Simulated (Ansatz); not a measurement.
# SiC (Moissanite) under changes of volume

One of the cells (10.341 Å³/atom); the others are scaled copies at fixed shape and fractional positions:

```
CELL_PARAMETERS angstrom
3.07600 0.00000 0.00000
-1.53800 2.66389 0.00000
0.00000 0.00000 5.04800
ATOMIC_POSITIONS crystal
Si 0.66667 0.33333 0.50000
Si 0.33333 0.66667 0.00000
C 0.66667 0.33333 0.88500
C 0.33333 0.66667 0.38500
```

| Property | Result |
| --- | --- |
| Program | Ansatz 0.2.0 |
| Functional | RPBE |
| Dispersion | D4 |
| Potentials or basis | Ansatz PAW |
| Cutoff | 420 eV (not typed: the program's choice for these potentials) |
| k mesh | 10 × 10 × 5 |
| Occupations | fermi-dirac, width 0.05 eV |
| Spin | no spin polarisation |

```csv
volume (Å³/atom),energy over the lowest point (meV/atom),pressure (GPa),gap on the mesh (eV),largest force (eV/Å)
9.721,?,?,?,?
9.927,5.03,6.4,2.45,0.817
10.134,0.00,1.5,2.49,0.777
10.341,0.98,-2.9,2.52,0.739
10.548,7.41,-6.9,2.56,0.703
10.755,18.73,-10.5,2.56,0.668
10.961,34.44,-13.8,2.53,0.633
```

Q: What does the run at 9.721 Å³/atom give?

A: Energy over the lowest point 16.76 meV/atom; pressure 11.8 GPa; gap on the mesh 2.41 eV; largest force 0.858 eV/Å.

Worked out: A Birch-Murnaghan fit of order 3 (a polynomial in V^(-2/3)) to the other rows has its minimum at 10.20 Å³/atom with B0 = V·E''(V) = 222 GPa and B' = 4.0 at fixed shape and positions, which overstates the stiffness. It gives 16.63 meV/atom at 9.721 Å³/atom, against the run's 16.76, and -dE/dV = 11.8 GPa, against 11.8. A parabola through the other rows of the gap, of slope 3.86 eV per unit of ln V there, extrapolates to 2.37 eV, against the run's 2.41.

Energies are extrapolated to zero smearing.

Caveats: odd divisions of the mesh miss points on the zone boundary, where band edges often lie, so the gap on the mesh can be too wide; the PAW data sets come from PBE, with cores solved anew for the run's functional, which leaves a small shift of forces and pressure.

A mesh can miss the band edges.
